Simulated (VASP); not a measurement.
**GaAs (zincblende): gaps by functional in VASP**

```yaml
crystal:
  lattice:
    - [0.00000, 2.83309, 2.83309]
    - [2.83309, 0.00000, 2.83309]
    - [2.83309, 2.83309, 0.00000]
  atoms:
    - { symbol: Ga, position: [0.00000, 0.00000, 0.00000] }
    - { symbol: As, position: [0.25000, 0.25000, 0.25000] }
```

All runs share this cell. Band v is the last that the valence electrons fill when counted band by band, and c is the next. A negative gap between them is a band overlap, as in a metal.

Question: Rank these levels of theory by the band gap that they give, smallest first.
A. LDA
B. PBEsol
C. PBE
D. r²SCAN

Answer: A (0.28 eV), B (0.41 eV), C (0.47 eV), D (0.94 eV).
